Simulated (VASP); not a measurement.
Output of a VASP run:

File OSZICAR:
```
       N       E                     dE             d eps       ncg     rms          rms(c)
DAV:   1     0.882365379893E+02    0.88237E+02   -0.54447E+03   960   0.907E+02
DAV:   2     0.796146848038E+00   -0.87440E+02   -0.83039E+02  1384   0.166E+02
DAV:   3    -0.648554813076E+01   -0.72817E+01   -0.72573E+01  1216   0.551E+01
DAV:   4    -0.659936174917E+01   -0.11381E+00   -0.11379E+00  1160   0.826E+00
DAV:   5    -0.660124755448E+01   -0.18858E-02   -0.18857E-02  1224   0.102E+00    0.361E+00
DAV:   6    -0.649410551357E+01    0.10714E+00   -0.13726E-01  1072   0.191E+00    0.232E+00
DAV:   7    -0.647101640765E+01    0.23089E-01   -0.64551E-02  1168   0.126E+00    0.150E+00
DAV:   8    -0.646827857774E+01    0.27378E-02   -0.12011E-02  1192   0.591E-01    0.399E-01
DAV:   9    -0.646778146163E+01    0.49712E-03   -0.27932E-03  1112   0.288E-01    0.542E-02
DAV:  10    -0.646778551416E+01   -0.40525E-05   -0.95341E-05  1176   0.737E-02    0.382E-02
DAV:  11    -0.646779242534E+01   -0.69112E-05   -0.13339E-05  1192   0.226E-02    0.209E-02
DAV:  12    -0.646779373133E+01   -0.13060E-05   -0.21558E-06  1080   0.110E-02    0.478E-03
DAV:  13    -0.646779379720E+01   -0.65865E-07   -0.23160E-07   688   0.249E-03
   1 F= -.64677938E+01 E0= -.64677938E+01  d E =-.154947E-16  mag=     0.0000    -0.0000     0.0000
       N       E                     dE             ncg
       N       E                     dE             ncg
       N       E                     dE             ncg
```

### OUTCAR
```
------------------------ aborting loop because EDIFF is reached ----------------------------------------
  FORCE on cell =-STRESS in cart. coord.  units (eV):
  Direction    XX          YY          ZZ          XY          YZ          ZX
  --------------------------------------------------------------------------------------
  Total        0.0064868      0.0064868      0.0064868      0.0000000      0.0000000     -0.0000000
  in kB        0.1213079      0.1213079      0.1213079      0.0000000      0.0000000     -0.0000000
  external PRESSURE =       0.1213079 kB  Pullay stress =       0.0000000 kB
  volume of cell :       85.67
      direct lattice vectors                 reciprocal lattice vectors
     4.408429274  0.000000000  0.000000000     0.226838163  0.000000000  0.000000000
     0.000000000  4.408429274  0.000000000     0.000000000  0.226838163  0.000000000
     0.000000000  0.000000000  4.408429274     0.000000000  0.000000000  0.226838163
 POSITION                                       TOTAL-FORCE (eV/Angst)
 -----------------------------------------------------------------------------------
      0.00000      0.00000      0.00000         0.000000      0.000000      0.000000
      2.20421      2.20421      2.20421         0.000000      0.000000      0.000000
 -----------------------------------------------------------------------------------
    total drift:                               -0.000000      0.000000      0.000000
  FREE ENERGIE OF THE ION-ELECTRON SYSTEM (eV)
  ---------------------------------------------------
  free  energy   TOTEN  =        -6.4677937972 eV

  energy  without entropy=       -6.4677937972  energy(sigma->0) =       -6.46779380

 Ion:    1  E_soc:     -0.2997860

 Ion:    2  E_soc:     -0.2641853
```
(Selected blocks of OUTCAR.)

File POSCAR:
```
CsI
1
    4.4084292742     0.0000000000     0.0000000000
    0.0000000000     4.4084292742     0.0000000000
    0.0000000000     0.0000000000     4.4084292742
Cs I
1 1
Direct
  0.0000000000   0.0000000000   0.0000000000
  0.5000000000   0.5000000000   0.5000000000
```

Q: Reconstruct the remaining input files.

A: Several could match; the one computed here: the input of the run itself, LDA (Ceperley-Alder, Perdew-Zunger) with spin-orbit coupling, plane waves, VASP's LDA PAW potentials (set 64).

**INCAR**
```
! general
SYSTEM     = CsI
PREC       = Accurate
ENCUT      = 400
LREAL      = .FALSE.
LASPH      = .TRUE.

! electronic loop
EDIFF      = 1E-6
NELM       = 100
ALGO       = Normal
LMAXMIX    = 4

! smearing
ISMEAR     = 0
SIGMA      = 0.05

! functional
GGA_COMPAT = .FALSE.

! spin
MAGMOM     = 0 0 0 0 0 0
LSORBIT    = .TRUE.

! output
LWAVE      = .FALSE.
LCHARG     = .FALSE.
```

File KPOINTS:
```
Automatic mesh
0
Gamma
6 6 6
0 0 0
```

### KPOINTS_OPT
```
k-points along high-symmetry lines
8
Line-mode
Reciprocal
  0.000000   0.000000   0.000000 ! GAMMA
  0.000000   0.500000   0.000000 ! X

  0.000000   0.500000   0.000000 ! X
  0.500000   0.500000   0.000000 ! M

  0.500000   0.500000   0.000000 ! M
  0.000000   0.000000   0.000000 ! GAMMA

  0.000000   0.000000   0.000000 ! GAMMA
  0.500000   0.500000   0.500000 ! R

  0.500000   0.500000   0.500000 ! R
  0.000000   0.500000   0.000000 ! X

  0.500000   0.500000   0.500000 ! R
  0.500000   0.500000   0.000000 ! M
```

POTCAR, in this order: Cs_sv I (LDA.64 set). Program: vasp_ncl.

The compound is CsI in the CsCl type structure. It was relaxed first, which changed the volume by -10 %.
